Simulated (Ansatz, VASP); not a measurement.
**ZnS3 in VASP and in Ansatz**

Contents of POSCAR:

```
ZnS3
1.0
    4.2257226371      0.0000000000      0.0000000000
    0.0000000000      4.2257226371      0.0000000000
    0.0000000000      0.0000000000      4.2257226371
Zn S
1 3
Direct
    0.0000000000      0.0000000000      0.0000000000
    0.0000000000      0.5000000000      0.5000000000
    0.5000000000      0.0000000000      0.5000000000
    0.5000000000      0.5000000000      0.0000000000
```

Contents of INCAR.step1:

```
SYSTEM = ZnS3
ALGO = Normal ; EDIFF = 1E-4
ENCUT = 520 ; GGA = PE
ISMEAR = 0 ; LASPH = .True.
LCHARG = .False. ; LREAL = .False.
LWAVE = .True. ; NBANDS = 23
NELM = 100 ; PREC = Accurate
SIGMA = 0.1
```

INCAR.step2

```
SYSTEM = ZnS3
ALGO = Normal ; EDIFF = 1E-6
ENCUT = 520 ; ISIF = 2
ISMEAR = 0 ; ISTART = 1
LASPH = .True. ; LCHARG = .False.
LMIXTAU = .True. ; LREAL = .False.
LWAVE = .False. ; METAGGA = R2SCAN
NBANDS = 23 ; NELM = 100
PREC = Accurate ; SIGMA = 0.1
```

File KPOINTS:

```
k-points
0
Gamma
  4 4 4
  0 0 0
```

Input for Ansatz:

```yaml
crystal:
  lattice:
    - [4.2257226371, 0.0, 0.0]
    - [0.0, 4.2257226371, 0.0]
    - [0.0, 0.0, 4.2257226371]
  atoms:
    - { symbol: Zn, position: [0.0, 0.0, 0.0] }
    - { symbol: S, position: [0.0, 0.5, 0.5] }
    - { symbol: S, position: [0.5, 0.0, 0.5] }
    - { symbol: S, position: [0.5, 0.5, 0.0] }
basis:
  ecutwfc: 500
kpoints:
  mp_grid: { grid: [4, 4, 4] }
hamiltonian:
  xc: r2scan
scf:
  occupations: { method: gaussian, width: 0.1 }
  lower_state_search: "off"
output:
  forces: true
  stress: true
  eigenvalues: true
```

Alike in both runs: task single point; functional r2SCAN; k mesh 4 × 4 × 4; occupations gaussian, width 0.1 eV; no spin polarisation.

|  | VASP | Ansatz |
| --- | --- | --- |
| version | VASP 6.6.1 | Ansatz 0.2.0 |
| potentials or method | VASP PAW PBE potentials, release 64 (Zn, S) | scalar-relativistic, plane waves, PAW |
| plane-wave cutoff (eV) | 520 | 500 |
| valence electrons in the cell | 30 | 30 |

|  | VASP | Ansatz | Ansatz less VASP |
| --- | --- | --- | --- |
| gap on the k mesh at the Fermi level (eV) | none | none | - |
| pressure (GPa) | -7.1 | -7.0 | +0.07 |

A gap of «none» marks a metal or a gap that the smearing closes.

Caveats: the k mesh is coarse (spacing up to 0.37 Å⁻¹), so the values aren't converged; the PAW data sets were made with another functional, which shifts forces and pressure a little (VASP).
